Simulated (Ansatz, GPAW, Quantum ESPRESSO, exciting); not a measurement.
TePt: 4 runs at one level of theory

```
Pt Te
1.0
     1.98157    1.14406    6.66103
    -1.98157    1.14406    6.66103
     0.00000   -2.28812    6.66103
Pt Te
2 2
Direct
  0.12967 0.12967 0.12967
  0.87033 0.87033 0.87033
  0.40200 0.40200 0.40200
  0.59800 0.59800 0.59800
```

Alike in all runs: task single point; functional PBEsol; k mesh 8 × 8 × 8; occupations fermi-dirac, width 0.05 eV; no spin polarisation; no spin-orbit coupling. Pressure is positive in compression and, in plane waves, holds the error of the finite cutoff.

```tsv
program and potentials	plane-wave cutoff (eV)	notes	pressure (GPa)	largest force (eV/Å)
GPAW, PAW data sets generated for this functional	600	-	-1.17	0.146
Ansatz, all-electron LAPW, scalar-relativistic	-	-	-0.33	0.193
exciting, all-electron LAPW+lo, shipped species files, valence relativity iora*	-	-	-	0.242
Quantum ESPRESSO, GBRV 1.5 PBEsol	612	-	0.85	0.443
```

Force on atom 1 (Pt), eV/Å:

```json
{"program and potentials": "GPAW, PAW data sets generated for this functional", "x": "0.000", "y": "0.000", "z": "0.146"}
{"program and potentials": "Ansatz, all-electron LAPW, scalar-relativistic", "x": "0.000", "y": "0.000", "z": "0.193"}
{"program and potentials": "exciting, all-electron LAPW+lo, shipped species files, valence relativity iora*", "x": "0.000", "y": "0.000", "z": "0.242"}
{"program and potentials": "Quantum ESPRESSO, GBRV 1.5 PBEsol", "x": "0.000", "y": "0.000", "z": "0.443"}
```

The pressure spans -1.17 (GPAW, PAW data sets generated for this functional) to 0.85 GPa (Quantum ESPRESSO, GBRV 1.5 PBEsol), with all-electron results at -0.33.

Differences between rows come from potentials, basis sets and numerical settings, since the functional is the same but for its coding. Runs on potential files found faulty are left out.

All four calculations push the Pt atom along the stacking axis, towards the Pt layer inside its Te–Pt–Pt–Te slab and away from the outer Te layer. The internal coordinates are therefore not relaxed at this level of theory: the force favours a thinner Pt double layer. That the force lies along this axis is dictated by the threefold symmetry, but its common sign is a real point of agreement. It probably reflects the balance between Pt–Pt bonding through the d states and covalent Pt–Te bonding, both of which respond steeply to small displacements.

The size of the force is much less certain. Quantum ESPRESSO gives 0.443 eV/Å against 0.193 in the Ansatz all-electron run, perhaps because the Pt or Te pseudopotential shifts the preferred bond lengths. The pressure changes sign between programs, so the direction of any volume relaxation remains open. In a layered crystal, a small mean pressure can also hide opposing stresses within the slabs and across the Te–Te gap.
